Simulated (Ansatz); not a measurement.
# Ag: equation of state with PBE

The system is Ag.

```
CELL_PARAMETERS angstrom
2.93000 0.00000 0.00000
-1.46500 2.53745 0.00000
0.00000 0.00000 4.79000
ATOMIC_POSITIONS crystal
Ag 0.66667 0.33333 0.75000
Ag 0.33333 0.66667 0.25000
```

This isn't the form of Ag at room conditions, which is fcc.

- Program: Ansatz 0.2.0
- Task: equation of state
- Functional: PBE
- Potentials or basis: all-electron LAPW, scalar-relativistic
- Basis error allowed: 0.0005 eV/atom
- k mesh: 10 × 10 × 6
- Occupations: fermi-dirac, width 0.05 eV
- Spin: no spin polarisation

```yaml
Equilibrium_volume: 17.92 Å³/atom
Bulk_modulus_at_fixed_shape_and_positions: 90 GPa
Pressure_derivative_of_the_bulk_modulus: 5.7
```

Energy against volume, from the lowest point:
```
volume (Å³/atom)  energy (meV/atom)
          16.738              25.40
          17.094              11.73
          17.450               3.48
          17.806               0.00
          18.162               0.69
          18.518               5.03
          18.875              12.56
```

All runs of the series together: 2.9 min on 1 thread of Intel(R) Xeon(R) Processor @ 2.50GHz (Skylake/Cascade Lake) (shared host).

Caveat: the cell was scaled at fixed shape and fractional positions, which overstates the stiffness of a crystal with free parameters, most of all of layers and chains.
